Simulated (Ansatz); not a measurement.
An added O started as a split pair with an O atom in rocksalt MgO, 65 atoms, charge −2

All numbers come from Ansatz (PAW, plane waves, no spin–orbit coupling) at the single k point (¼, ¼, ¼) without its symmetry partners. The atoms were relaxed with PBEsol in a fixed cell; other functionals are single points on those atoms unless said otherwise. The valence top and gap of the host come from its small cell on a dense mesh, with the band extrema sought between the mesh points, lined up by the mean potential, PBEsol gap 4.62 eV, HSE06 gap 6.46 eV. The charge correction uses an assumed dielectric constant of 9.8.

Cell: a = 8.429 Å, b = 8.429 Å, c = 8.429 Å, α = 90.00°, β = 90.00°, γ = 90.00°.

Nearest atoms after relaxation, from the placed atom (for vacancies from the middle of the vacant sites): Mg at 1.84 Å, Mg at 1.84 Å, Mg at 1.84 Å, Mg at 1.84 Å, O at 2.29 Å, O at 2.29 Å, O at 2.29 Å, O at 2.29 Å.

Chemical potentials μ are those of reference phases of the elements at zero temperature by the same functional (the usual solids, diamond for C, grey Sn, and the molecules H2, N2, O2, F2, Cl2, Br2 and S8).

| functional | E(defect) − E(host) − Σ nμ + q·E_VBM (eV) | monopole (eV) | alignment (eV) | formation energy at E_F = VBM (eV) | moment (μB) | wall time, shared host |
| --- | --- | --- | --- | --- | --- | --- |
| PBEsol | 9.43 | 0.99 | 0.13 | 10.55 | 0 (no spin) | 11 s on NVIDIA GB300 (relaxation) |
| HSE06 | 11.82 | 0.99 | 0.13 | 12.94 | 0 (no spin) | 15 s on NVIDIA GB300 |

(1) How does the monopole term follow by hand for this cubic cell?

HSE06 one-electron levels near the gap (the ten most localised at most), from the host's valence top, not corrected for the charge's images:

```
level (eV)  spin  filling  atoms sharing it  element of the atom with most weight
     -0.12  both     2.00              10.0                                     O
     -0.12  both     2.00              10.6                                     O
     -0.04  both     2.00              10.0                                     O
      0.07  both     2.00              15.0                                     O
      0.07  both     2.00              15.2                                     O
      0.12  both     2.00              10.2                                     O
      0.64  both     2.00               9.3                                     O
      2.41  both     2.00               3.5                                     O
      2.44  both     2.00               3.8                                     O
      2.46  both     2.00               3.7                                     O
```

All elements are taken at their own reference at once; growth conditions in equilibrium with the host shift these energies, by up to the host's formation enthalpy.

One k point and a cell of this size can leave errors of several tenths of an eV in such numbers.

Answers

(1) q²·α·e²/(4πε₀)/(2εL) with the Madelung constant α = 2.837 and e²/4πε₀ = 14.40 eV·Å: 4 × 2.837 × 14.40 / (2 × 9.8 × 8.429) = 0.99 eV.
